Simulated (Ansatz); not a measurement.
**Property card for ZnCu$_{2}$SnSe$_{4}$**

Computed with Ansatz, DFT PBEsol, scalar-relativistic, plane waves, PAW.

Plane waves to 420 eV, a k mesh through Γ of 10×10×10 on the computed 8-atom cell and Gaussian smearing (0.10 eV); no spin polarisation.

The structure is relaxed at this level of theory with its symmetry kept. Whether it is the stable form of this composition wasn't checked.

```
Zn Cu Sn Se
1.0
    -2.82973    2.82973    5.65599
     2.82973   -2.82973    5.65599
     2.82973    2.82973   -5.65599
Zn Cu Sn Se
1 2 1 4
Direct
  0.75000 0.25000 0.50000
  0.25000 0.75000 0.50000
  0.00000 0.00000 0.00000
  0.50000 0.50000 0.00000
  0.63007 0.64008 0.53157
  0.10851 0.09850 0.46843
  0.90150 0.36993 0.01001
  0.35992 0.89149 0.98999
```

Q: Formation energy from the elements' standard states (uncorrected)?

A: -0.362 eV/atom.

Q: Kohn–Sham band gap?

A: zero, with almost no states at the Fermi level.

Q: Density of states at the Fermi level?

A: 0.00 states/eV per cell (so small that it hangs on the mesh: a semimetal, or crossings between mesh points).

Q: Löwdin character within 0.5 eV of the Fermi level?

A: Se 4p 55 %, Cu 3d 28 %, Sn 5s 8 %.

Q: Bulk modulus?

A: 66 GPa.

Q: Its pressure derivative?

A: 4.8.

Q: Bader charges (e)?

A: Zn (1 in the cell) 0.68, Cu (1 in the cell) 0.33, Cu (1 in the cell) 0.33, Sn (1 in the cell) 1.08, Se (4 in the cell) -0.60.

A ferromagnetic start lost its moments in a first run, so spin was left out; other magnetic orders weren't tried.